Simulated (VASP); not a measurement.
Write the native input for VASP 6.6.1 that does the following.

```
Task                   : relaxation of cell and atoms
Functional             : PBE
Potentials or basis    : VASP PAW PBE potentials, release 64 (Ga_d, P)
Cutoff                 : 600 eV
k mesh                 : 7 × 7 × 7
Occupations            : gaussian, width 0.05 eV
Spin                   : no spin polarisation
Further INCAR settings : ALGO = Normal; EDIFF = 1e-06; IBRION = 2; EDIFFG = -0.01; NSW = 60; ISIF = 3
```

The structure of Ga3P lies in POSCAR:

```
Ga3P
1.0
    0.0000000000      3.2642685200      3.2642685200
    3.2642685200      0.0000000000      3.2642685200
    3.2642685200      3.2642685200      0.0000000000
Ga P
3 1
Direct
    0.5000000000      0.5000000000      0.5000000000
    0.2500000000      0.2500000000      0.2500000000
    0.7500000000      0.7500000000      0.7500000000
    0.0000000000      0.0000000000      0.0000000000
```

The cell was built by a generator and needn't be a form met in nature.

The input as run:

INCAR

```
SYSTEM = Ga3P
  PREC = Accurate
  ENCUT = 600
  EDIFF = 1E-6
  ISMEAR = 0
  SIGMA = 0.05
  LREAL = .FALSE.
  LASPH = .TRUE.
  NELM = 80
  ALGO = Normal
  ISIF = 3
  LWAVE = .FALSE.
  LCHARG = .FALSE.
  GGA = PE
  IBRION = 2
  NSW = 60
  EDIFFG = -0.01
```

KPOINTS

```
regular mesh
0
G
  7 7 7
  0 0 0
```

Potentials or basis: VASP PAW PBE potentials, release 64 (Ga_d, P).

Command:

```bash
$ cat potpaw_PBE.64/Ga_d/POTCAR potpaw_PBE.64/P/POTCAR > POTCAR
$ mpirun -np 1 vasp_std > vasp.out
```

It gave:

- Relaxed volume: 18.33 Å³/atom
- Relaxed cell: a = 4.698 Å, b = 4.698 Å, c = 4.698 Å, α = 60.00°, β = 60.00°, γ = 60.00°
- Space group after relaxing (to 0.05 Å): Fm-3m (No. 225)
- Energy gained by relaxing: 7.6 meV/atom
- Ionic steps: 4
- Pressure after relaxing: 0.0 GPa
- Band gap on the k mesh: none (metal or under the smearing width)

It took 94 s on 1 thread of Intel(R) Xeon(R) 6975P-C (Granite Rapids), on a shared host, peak memory 0.26 GiB.
